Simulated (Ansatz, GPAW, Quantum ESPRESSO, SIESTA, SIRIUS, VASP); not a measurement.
## One calculation of BN, 7 ways

```
N B
1.0
     0.00000    1.81300    1.81300
     1.81300    0.00000    1.81300
     1.81300    1.81300    0.00000
N B
1 1
Direct
  0.25000 0.25000 0.25000
  0.00000 0.00000 0.00000
```

The cell is a database's computed one, not the measured one.

Alike in all runs: task single point; functional PBEsol; k mesh 13 × 13 × 13; occupations fermi-dirac, width 0.05 eV; no spin polarisation; no spin-orbit coupling. Pressure is positive in compression and, in plane waves, holds the error of the finite cutoff, which Ansatz's Pulay term estimates and takes out.

```tsv
program and potentials	plane-wave cutoff (eV)	notes	pressure (GPa)
Ansatz, Ansatz PAW	420	potentials made for PBE, which Ansatz adapts in part; Pulay term of +1.07 GPa included	-6.30
GPAW, PAW data sets generated for this functional	800	-	-7.53
Ansatz, all-electron LAPW, scalar-relativistic	-	-	-6.29
SIRIUS, PseudoDojo 0.4.1 PBEsol standard (scalar relativistic)	1152	-	-5.72
SIESTA, files PseudoDojo sr-pbesol-0.4.1-standard, DZP (energy shift 0.003 Ry)	-	atomic basis	-2.36
Quantum ESPRESSO, GBRV 1.5 PBEsol	612	-	-5.77
VASP, PBE PAW files B, N, 520 eV	520	potentials made for PBE	?
```

**Question.** Estimate from the other rows what the run with VASP, PBE PAW files B, N, 520 eV gave.

**Answer.** Pressure -5.74 GPa. The other rows, which needn't bracket it: pressure -7.53 to -2.36.
